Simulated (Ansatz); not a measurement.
An input for the plane-wave PAW code Ansatz:

```yaml
crystal:
  lattice:
    - [-1.5351292536, 1.5351292536, 1.5351292536]
    - [1.5351292536, -1.5351292536, 1.5351292536]
    - [1.5351292536, 1.5351292536, -1.5351292536]
  atoms:
    - { symbol: Os, position: [0.0, 0.0, 0.0] }
basis:
  ecutwfc: 500
  ecutrho_ratio: 4
kpoints:
  mp_grid: { grid: [18, 18, 18] }
  band_path:
    path:
      - [[0.0, 0.0, 0.0], [0.5, -0.5, 0.5], [0.0, 0.0, 0.5], [0.0, 0.0, 0.0], [0.25, 0.25, 0.25], [0.5, -0.5, 0.5]]
      - [[0.25, 0.25, 0.25], [0.0, 0.0, 0.5]]
    npoints: 14
hamiltonian:
  xc: r2scan
scf:
  occupations: { method: gaussian, width: 0.05 }
  n_extra_bands: 10
output:
  forces: true
  stress: true
  eigenvalues: true
  populations: true
  dos: { projected: true, de: 0.02, nscf_kmesh: { grid: [27, 27, 27] } }
  bader: true
```

At room temperature and ambient pressure Os is hcp.

What the program printed, in part:

```
scf.n_extra_bands = 10 over 8 filled bands (N_el = 16.0): the run solves 18 bands
Pseudopotentials: kind: paw
Pseudopotential: Os, paw, valence charge 16, recommended cutoff 500 eV (meta_gga), Os.paw.azcp
Crystal: 1 atoms, lattice volume = 14.471 Å³
Basis set: ecut = 500 eV, 369 PW (Γ), exchange–correlation on 80×80×80 points (64 copies of the dense FFT grid, shifted against one another)
Bands: 18, of which v1, the nominal top of the filled ones, is band 8 counted from 1 (7 counted from 0)
Symmetry: 48 space group operations
Space group: Im-3m (ITA 229), of the structure as read, at distance tolerance 2.4e-5 Å
k-points: 195 of 5832
Initial density: superposition of atomic densities (neutral atoms: chi_scale 0, normalization atom), corrected by the library's trained network
Initial wavefunctions: pseudopotential atomic-orbital guess
Functional: x = r2scan, c = r2scan; τ floored in thin density (d = 2e-4 eV/Å³)
```

SCF trace (energy estimate counted from the last row):
```tsv
iteration	ΔE (eV)	density residual (eV)
1	0.018	1.81e-3
2	9.0e-04	4.22e-4
3	1.4e-05	4.70e-5
4	1.0e-06	6.29e-7
5	0.000	3.83e-8
6	0.000	9.30e-11
```

```
SCF 1 converged in 6 iterations: F = -11396.703996 eV  dr2 = 9.30e-11
NSCF: frozen V_eff on 86 k-points
NSCF: frozen V_eff on 560 k-points
SCF converged after 6 iterations
Free energy (F): -11396.703996 eV
E sigma→0 (E₀):  -11396.702943 eV
Entropy (-TS):   -0.002107 eV (-2.107 meV/atom)
Fermi energy:    25.131244 eV
--- Forces (eV/Å), atoms counted from 1 ---
  atom   1  Os     0.00000000     0.00000000     0.00000000
--- Stress (GPa, compression-positive) ---
       -0.027170       0.000000       0.000000
        0.000000      -0.027170       0.000000
        0.000000       0.000000      -0.027170
  P = ⅓ Tr σ = -0.0272 GPa (-0.272 kbar)
--- Löwdin populations: 1 site ---
  site symbol       q [e]
     0     Os     15.8144
--- Bader charges: 1 site ---
  site symbol  charge [e]  shift [e]
     0     Os      0.0000     0.0000
  estimated error of the sums over rays = 2.2e-7 e
```

In short (r²SCAN): pressure 0.0 GPa, gap on the mesh zero (metallic).

Scalar-relativistic only: spin–orbit splittings of the heavy atoms' levels are missing.
